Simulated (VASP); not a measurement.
Write the native input for VASP 6.6.1 that does the following.

| Property | Result |
| --- | --- |
| Task | single point |
| Functional | PBE |
| Potentials or basis | VASP PAW PBE potentials, release 64 (Ba_sv) |
| Cutoff | 520 eV |
| k mesh | 7 × 7 × 7 |
| Occupations | fermi-dirac, width 0.05 eV |
| Spin | no spin polarisation |
| Dipole correction | no |
| Further INCAR settings | ALGO = Normal; EDIFF = 1e-07; NBANDS = 11 |

The structure of Ba lies in POSCAR:

```
Ba
1.0
    0.0000000000      3.2960666875      3.2960666875
    3.2960666875      0.0000000000      3.2960666875
    3.2960666875      3.2960666875      0.0000000000
Ba
1
Direct
    0.0000000000      0.0000000000      0.0000000000
```

This isn't the form of Ba at room conditions, which is bcc.

The cell isn't the ideal one: volume scaled by 1.06.

These files were run (other wordings do the same):

INCAR

```
PREC     = Accurate       # precision mode
ENCUT    = 520            # plane-wave cutoff, eV
EDIFF    = 1E-7           # SCF threshold, eV
ISMEAR   = -1             # smearing method
SIGMA    = 0.05           # smearing width, eV
LREAL    = False          # projectors in reciprocal space
LASPH    = True           # aspherical terms in the spheres
NELM     = 60             # most SCF steps
ALGO     = Normal         # electronic algorithm
ISIF     = 2              # what is computed and relaxed
LWAVE    = False          # write WAVECAR
LCHARG   = True           # write CHGCAR
GGA      = PE             # functional
LELF     = True           # ELF
LVHAR    = True         
NBANDS   = 11             # bands
```

KPOINTS

```
regular mesh
0
Gamma
  7 7 7
```

Potentials or basis: VASP PAW PBE potentials, release 64 (Ba_sv).

Command:

```console
$ cat potpaw_PBE.64/Ba_sv/POTCAR > POTCAR
$ mpirun -np 1 vasp_std > vasp.out
```

It gave:

The pressure is -0.7 GPa and the band gap on the k mesh is none (metal or under the smearing width).

Run time: 23 s on 1 thread of Intel(R) Xeon(R) Platinum 8488C (Sapphire Rapids), with other jobs on the host, peak memory 0.2 GiB.
